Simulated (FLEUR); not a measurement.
# CuAu (P4/mmm) in FLEUR: notebook

One crystal, CuAu, is run at these levels: PBE; tasks: equation of state.

Program: FLEUR MaX-R8.1 (later development tree). These are calculated values, not measurements. Logs are shortened: lines on timing, memory, paths and dates and some standing lists are left out, and cuts for length are marked.

**1. Starting point**

The structure is tetragonal, space group P4/mmm (No. 123). Conventional cell: a = 2.811 Å, b = 2.811 Å, c = 3.685 Å, α = 90.00°, β = 90.00°, γ = 90.00°. Au (site symmetry 4/mmm) is surrounded by 8 Cu at 2.71 Å and 4 Au at 2.81 Å. Around Cu (site symmetry 4/mmm) lie 8 Au at 2.71 Å and 4 Cu at 2.81 Å.

**2. Equation of state, PBE, 13.68 Å³/atom (volume scaled by 0.94)**

inp.xml

```xml
<?xml version="1.0" encoding="UTF-8" standalone="no"?>
<fleurInput fleurInputVersion="0.39">
   <comment>
      CuAu                                                                                                
   </comment>
   <calculationSetup>
      <cutoffs Kmax="4.26" Gmax="13.2" GmaxXC="13.2" numbands="0"/>
      <scfLoop itmax="60" minDistance="0.00001" maxIterBroyd="15" imix="Anderson" alpha="0.05" precondParam="0.0" spinf="2.0" sdNocoIR="T"/>
      <coreElectrons ctail="T" frcor="F" kcrel="0" coretail_lmax="0"/>
      <xcFunctional name="pbe" relativisticCorrections="F"/>
      <magnetism jspins="1"/>
      <soc l_soc="F" theta="0.0" phi="0.0" spav="F"/>
      <expertModes spex="0" secvar="F"/>
      <geometryOptimization l_f="F" forcealpha="1.0" forcemix="BFGS" epsdisp="0.0005" epsforce="0.0002"/>
      <ldaU l_linMix="F" mixParam="0.05" spinf="1.0"/>
   </calculationSetup>
   <cell>
      <bzIntegration valenceElectrons="38.0" mode="hist" fermiSmearingEnergy="0.00183747">
         <kPointListSelection listName="default-1"/>
         <!-- k-points included here -->
         <xi:include xmlns:xi="http://www.w3.org/2001/XInclude" href="kpts.xml"> </xi:include>
      </bzIntegration>
      <!-- symmetry operations included here -->
      <xi:include xmlns:xi="http://www.w3.org/2001/XInclude" href="sym.xml"> </xi:include>
      <bulkLattice scale="0.9795861087">
         <bravaisMatrix>
            <row-1>    5.3115466751966567     0.0000000000000000     0.0000000000000000</row-1>
            <row-2>    0.0000000000000000     5.3115466751966567     0.0000000000000000</row-2>
            <row-3>    0.0000000000000000     0.0000000000000000     6.9636407691509996</row-3>
         </bravaisMatrix>
      </bulkLattice>
   </cell>
   <atomSpecies>
      <species name="Gold (Au)" element="Au" atomicNumber="79">
         <mtSphere radius="2.3" gridPoints="783" logIncrement="0.017"/>
         <atomicCutoffs lmax="9" lnonsphr="9"/>
         <electronConfig flipSpins="F">
            <coreConfig>(1s1/2) (2s1/2) (2p1/2) (2p3/2) (3s1/2) (3p1/2) (3p3/2) (4s1/2) (3d3/2) (3d5/2) (4p1/2) (4p3/2) (4d3/2) (4d5/2) (4f5/2) (4f7/2)</coreConfig>
            <valenceConfig>(5s1/2) (5p1/2) (5p3/2) (6s1/2) (5d3/2) (5d5/2)</valenceConfig>
            <stateOccupation state="(6s1/2)" spinUp="0.500000" spinDown="0.500000"/>
         </electronConfig>
         <energyParameters s="6" p="6" d="5" f="5"/>
         <lo type="SCLO" l="0" n="5" eDeriv="0"/>
         <lo type="SCLO" l="1" n="5" eDeriv="0"/>
         <lo type="SCLO" l="1" n="5" eDeriv="1"/>
         <lo type="SCLO" l="2" n="5" eDeriv="2"/>
         <lo type="SCLO" l="3" n="5" eDeriv="2"/>
      </species>
      <species name="Copper (Cu)" element="Cu" atomicNumber="29">
         <mtSphere radius="2.3" gridPoints="783" logIncrement="0.016"/>
         <atomicCutoffs lmax="9" lnonsphr="9"/>
         <electronConfig flipSpins="F">
            <coreConfig>(1s1/2) (2s1/2) (2p1/2) (2p3/2)</coreConfig>
            <valenceConfig>(3s1/2) (3p1/2) (3p3/2) (4s1/2) (3d3/2) (3d5/2)</valenceConfig>
            <stateOccupation state="(4s1/2)" spinUp="0.500000" spinDown="0.500000"/>
         </electronConfig>
         <energyParameters s="4" p="4" d="3" f="4"/>
         <lo type="SCLO" l="0" n="3" eDeriv="0"/>
         <lo type="SCLO" l="1" n="3" eDeriv="0"/>
         <lo type="SCLO" l="1" n="3" eDeriv="1"/>
         <lo type="SCLO" l="2" n="3" eDeriv="2"/>
         <lo type="SCLO" l="3" n="4" eDeriv="2"/>
      </species>
   </atomSpecies>
   <atomGroups>
      <atomGroup species="Gold (Au)">
         <relPos label="                   1">.0000000000 .0000000000 .0000000000</relPos>
         <force calculate="T" relaxXYZ="TTT"/>
      </atomGroup>
      <atomGroup species="Copper (Cu)">
         <relPos label="                   2">1.000/2.000 1.000/2.000 1.000/2.000</relPos>
         <force calculate="T" relaxXYZ="TTT"/>
      </atomGroup>
   </atomGroups>
   <output dos="F" band="F" slice="F">
      <checks vchk="F" cdinf="F"/>
      <bandDOS minEnergy="-.5*Htr" maxEnergy="0.5*Htr" sigma="0.015" storeEVData="T"/>
      <vacuumDOS vacdos="F" integ="F" star="F" nstars="0" locx1="0.0" locy1="0.0" locx2="0.0" locy2="0.0" nstm="0" tworkf="0.0"/>
      <unfoldingBand unfoldBand="F" supercellX="1" supercellY="1" supercellZ="1"/>
      <plotting iplot="0" polar="F">
         <plot TwoD="T" vec1="  1.0  0.0  0.0" vec2="  0.0  1.0  0.0" vec3="  0.0  0.0  1.0" zero="  0.0  0.0  0.0" file="plot"/>
      </plotting>
      <chargeDensitySlicing numkpt="0" minEigenval="0.0" maxEigenval="0.0" nnne="0" pallst="F"/>
      <specialOutput eonly="F"/>
      <moessbauerParams electricFieldGradient="T" isomerShift="T" coreHyperfine="T" valenceHyperfine="T"/>
      <magneticCircularDichroism mcd="F" energyLo="-10.0" energyUp="0.0"/>
   </output>
  <!-- We include the file relax.xml here to enable relaxations (see documentation) -->
  <xi:include xmlns:xi="http://www.w3.org/2001/XInclude" href="relax.xml"> <xi:fallback/> </xi:include>
</fleurInput>
```

Potentials or basis: all-electron, FLAPW.

On the command line:

```console
inpgen -f crystal.txt -profile fastHighL
# inp.xml edited to the form shown
fleur_MPI
```

Standard output:

```text
Welcome to FLEUR        (www.flapw.de)
      MaX-Release 8.1          (www.max-centre.eu)

 ========== k-point set info ==========
 Selected k-point list: default-1
 k-point list type: mesh
 9 x 9 x 7
 Number of k points: 60

 ------------Calculation Setup---------------------------
 Number of MPI-tasks      :            1
 Number of PE/node        :            1
 Number of OMP-threads    :            1
 Most efficient MPI parallelization for:
           1           2           3           4           5           6          10          12          15          20          30          60
 Additional eigenvalue parallelization possible
 Number of basis functions:          321
 Approximate size of matrices (H+S) per k-point:         0.002 GB
 --------------------------------------------------------
 Iteration:     1   Distance:      23.57212595 me/bohr^3
 Iteration:     2   Distance:      18.56409594 me/bohr^3
 Iteration:     3   Distance:      10.11966708 me/bohr^3
 Iteration:     4   Distance:       7.04238095 me/bohr^3
 Iteration:     5   Distance:       8.02542818 me/bohr^3
 Iteration:     6   Distance:       1.55608154 me/bohr^3
 Iteration:     7   Distance:       1.64089175 me/bohr^3
 Iteration:     8   Distance:       0.71732782 me/bohr^3
 Iteration:     9   Distance:       0.61869861 me/bohr^3
 Iteration:    10   Distance:       0.06743574 me/bohr^3
 Iteration:    11   Distance:       0.03461627 me/bohr^3
 Iteration:    12   Distance:       0.00947641 me/bohr^3
 Iteration:    13   Distance:       0.00404577 me/bohr^3
 Iteration:    14   Distance:       0.00145648 me/bohr^3
 Iteration:    15   Distance:       0.00051652 me/bohr^3
 Iteration:    16   Distance:       0.00034689 me/bohr^3
 Iteration:    17   Distance:       0.00011940 me/bohr^3
 Iteration:    18   Distance:       0.00003876 me/bohr^3
 Iteration:    19   Distance:       0.00001430 me/bohr^3
 Iteration:    20   Distance:       0.00000426 me/bohr^3

 ********************************************************************
 Run finished successfully
 Stop message:
   all done
 ********************************************************************
```

It took 45 s on 1 thread of Arm Neoverse V2, shared host; peak memory 0.06 GiB.

Results:

| Quantity | Value |
| --- | --- |
| Free energy | -563356.2905 eV |
| Band gap on the k mesh | none (metal or under the smearing width) |
| Valence electrons inside the program's atomic spheres | Au 16.86; Cu 18.07 (radii Au 2.3, Cu 2.3 bohr) |

**3. Equation of state, PBE, 13.97 Å³/atom (volume scaled by 0.96)**

inp.xml: that of step 2 with these lines changed.

```diff
@@ -24,3 +24,3 @@
       <xi:include xmlns:xi="http://www.w3.org/2001/XInclude" href="sym.xml"> </xi:include>
-      <bulkLattice scale="0.9795861087">
+      <bulkLattice scale="0.9864848297">
          <bravaisMatrix>
```

Potentials or basis: all-electron, FLAPW.

On the command line:

```console
inpgen -f crystal.txt -profile fastHighL
# inp.xml edited to the form shown
fleur_MPI
```

It took 47 s on 1 thread of Arm Neoverse V2, shared host; peak memory 0.07 GiB.

Results (log left out):

* Free energy: -563356.3428 eV
* Band gap on the k mesh: none (metal or under the smearing width)
* Valence electrons inside the program's atomic spheres: Au 16.84; Cu 18.04 (radii Au 2.3, Cu 2.3 bohr)

**4. Equation of state, PBE, 14.27 Å³/atom (volume scaled by 0.98)**

inp.xml: that of step 3 with these lines changed.

```diff
@@ -24,3 +24,3 @@
       <xi:include xmlns:xi="http://www.w3.org/2001/XInclude" href="sym.xml"> </xi:include>
-      <bulkLattice scale="0.9864848297">
+      <bulkLattice scale="0.9932883884">
          <bravaisMatrix>
```

On the command line:

```console
inpgen -f crystal.txt -profile fastHighL
# inp.xml edited to the form shown
fleur_MPI
```

Run time: 51 s. Hardware: 1 thread of Arm Neoverse V2, shared host; peak memory 0.07 GiB.

Results (log left out):

```yaml
Free_energy: -563356.3794 eV
Band_gap_on_the_k_mesh: none (metal or under the smearing width)
Valence_electrons_inside_the_program's_atomic_spheres: Au 16.82; Cu 18.01 (radii Au 2.3, Cu 2.3 bohr)
```

**5. Equation of state, PBE, 14.56 Å³/atom**

inp.xml: that of step 4 with these lines changed.

```diff
@@ -24,3 +24,3 @@
       <xi:include xmlns:xi="http://www.w3.org/2001/XInclude" href="sym.xml"> </xi:include>
-      <bulkLattice scale="0.9932883884">
+      <bulkLattice scale="1.0000000000">
          <bravaisMatrix>
```

On the command line:

```console
inpgen -f crystal.txt -profile fastHighL
# inp.xml edited to the form shown
fleur_MPI
```

Run time: 49 s. Hardware: 1 thread of Arm Neoverse V2, shared host; peak memory 0.07 GiB.

The run converged. Its results:

```yaml
Free_energy: -563356.4024 eV
Band_gap_on_the_k_mesh: none (metal or under the smearing width)
Valence_electrons_inside_the_program's_atomic_spheres: Au 16.80; Cu 17.98 (radii Au 2.3, Cu 2.3 bohr)
```

**6. Equation of state, PBE, 14.85 Å³/atom (volume scaled by 1.02)**

inp.xml: that of step 5 with these lines changed.

```diff
@@ -24,3 +24,3 @@
       <xi:include xmlns:xi="http://www.w3.org/2001/XInclude" href="sym.xml"> </xi:include>
-      <bulkLattice scale="1.0000000000">
+      <bulkLattice scale="1.0066227096">
          <bravaisMatrix>
```

Potentials or basis: all-electron, FLAPW.

On the command line:

```console
inpgen -f crystal.txt -profile fastHighL
# inp.xml edited to the form shown
fleur_MPI
```

Wall time 53 s (1 thread of Arm Neoverse V2, shared host); peak memory 0.06 GiB.

Results (log left out):

| Property | Result |
| --- | --- |
| Free energy | -563356.4129 eV |
| Band gap on the k mesh | none (metal or under the smearing width) |
| Valence electrons inside the program's atomic spheres | Au 16.79; Cu 17.96 (radii Au 2.3, Cu 2.3 bohr) |

**7. Equation of state, PBE, 15.14 Å³/atom (volume scaled by 1.04)**

inp.xml: that of step 6 with these lines changed.

```diff
@@ -24,3 +24,3 @@
       <xi:include xmlns:xi="http://www.w3.org/2001/XInclude" href="sym.xml"> </xi:include>
-      <bulkLattice scale="1.0066227096">
+      <bulkLattice scale="1.0131594038">
          <bravaisMatrix>
```

On the command line:

```console
inpgen -f crystal.txt -profile fastHighL
# inp.xml edited to the form shown
fleur_MPI
```

Run time: 49 s. Hardware: 1 thread of Arm Neoverse V2, shared host; peak memory 0.07 GiB.

The run converged. Its results:

```
Free energy                                           : -563356.4130 eV
Band gap on the k mesh                                : none (metal or under the smearing width)
Valence electrons inside the program's atomic spheres : Au 16.78; Cu 17.94 (radii Au 2.3, Cu 2.3 bohr)
```

**8. Equation of state, PBE, 15.43 Å³/atom (volume scaled by 1.06)**

inp.xml: that of step 7 with these lines changed.

```diff
@@ -24,3 +24,3 @@
       <xi:include xmlns:xi="http://www.w3.org/2001/XInclude" href="sym.xml"> </xi:include>
-      <bulkLattice scale="1.0131594038">
+      <bulkLattice scale="1.0196128224">
          <bravaisMatrix>
```

On the command line:

```console
inpgen -f crystal.txt -profile fastHighL
# inp.xml edited to the form shown
fleur_MPI
```

It took 52 s on 1 thread of Arm Neoverse V2, shared host; peak memory 0.07 GiB.

It converged, with:

```yaml
Free_energy: -563356.4035 eV
Band_gap_on_the_k_mesh: none (metal or under the smearing width)
Valence_electrons_inside_the_program's_atomic_spheres: Au 16.76; Cu 17.91 (radii Au 2.3, Cu 2.3 bohr)
```

**9. Equation of state, PBE**

Potentials or basis: all-electron, FLAPW.

No new run: the results of the series are fitted here.

Results:

```yaml
Equilibrium_volume: 14.99 Å³/atom
Bulk_modulus_at_fixed_shape_and_positions: 143 GPa
Pressure_derivative_of_the_bulk_modulus: 5.5
```

Energy against volume, from the lowest point:
```
volume (Å³/atom)  energy (meV/atom)
          13.683              61.28
          13.974              35.10
          14.265              16.83
          14.556               5.31
          14.847               0.05
          15.139               0.00
          15.430               4.78
```

Caveat: the cell was scaled at fixed shape and fractional positions, which overstates the stiffness of a crystal with free parameters, most of all of layers and chains. Spin-orbit coupling is left out, which matters for the levels of Au.
